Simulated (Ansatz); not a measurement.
The system is NiO.

```
Ni O
1.0
     0.00000    2.08590    2.08590
     2.08590    0.00000    2.08590
     2.08590    2.08590    0.00000
Ni O
1 1
Direct
  0.00000 0.00000 0.00000
  0.50000 0.50000 0.50000
```

| Property | Result |
| --- | --- |
| Program | Ansatz 0.2.0 |
| Task | relaxation of cell and atoms |
| Functional | BLYP |
| Potentials or basis | Ansatz PAW |
| Cutoff | 420 eV (not typed: the program's choice for these potentials) |
| k mesh | 11 × 11 × 11 |
| Occupations | tetrahedron |
| Spin | collinear spin, program default start |

At the start: volume 9.08 Å³/atom.

Problem. Where does the relaxation end?

Solution. It ends after 8 steps and the volume is 9.84 Å³/atom (+8.5 %); space group Fm-3m (No. 225, to 0.05 Å); moment 1.94 μB per cell.

Step by step:
```csv
step,energy change (eV),largest force (eV/Å),volume (Å³)
1,0.0000,0.0000,18.15
2,-0.0387,0.0000,18.81
3,-0.0498,0.0000,19.54
4,-0.0494,0.0000,19.59
5,-0.0606,0.0000,19.59
6,-0.0603,0.0000,19.64
7,-0.0599,0.0000,19.69
8,-0.0604,0.0000,19.69
```

Final structure:
```cif
data_structure
_symmetry_space_group_name_H-M 'P 1'
_symmetry_Int_Tables_number 1
_cell_length_a 3.0310
_cell_length_b 3.0310
_cell_length_c 3.0310
_cell_angle_alpha 60.000
_cell_angle_beta 60.000
_cell_angle_gamma 60.000
_cell_volume 19.69
loop_
_atom_site_label
_atom_site_type_symbol
_atom_site_fract_x
_atom_site_fract_y
_atom_site_fract_z
_atom_site_occupancy
Ni1 Ni 0.00000 0.00000 0.00000 1
O1 O 0.50000 0.50000 0.50000 1
```

Caveat: the plane-wave basis is chosen anew once the cell has moved, so the energies of steps on either side of that aren't comparable; the pressure holds a Pulay correction of +0.8 GPa for the finite cutoff; a cell with one magnetic atom can't hold antiferromagnetic order, which such compounds often take; the PAW data sets come from PBE, with cores solved anew for the run's functional, which leaves a small shift of forces and pressure; with tetrahedron occupations forces and stress needn't match the slope of the energy.
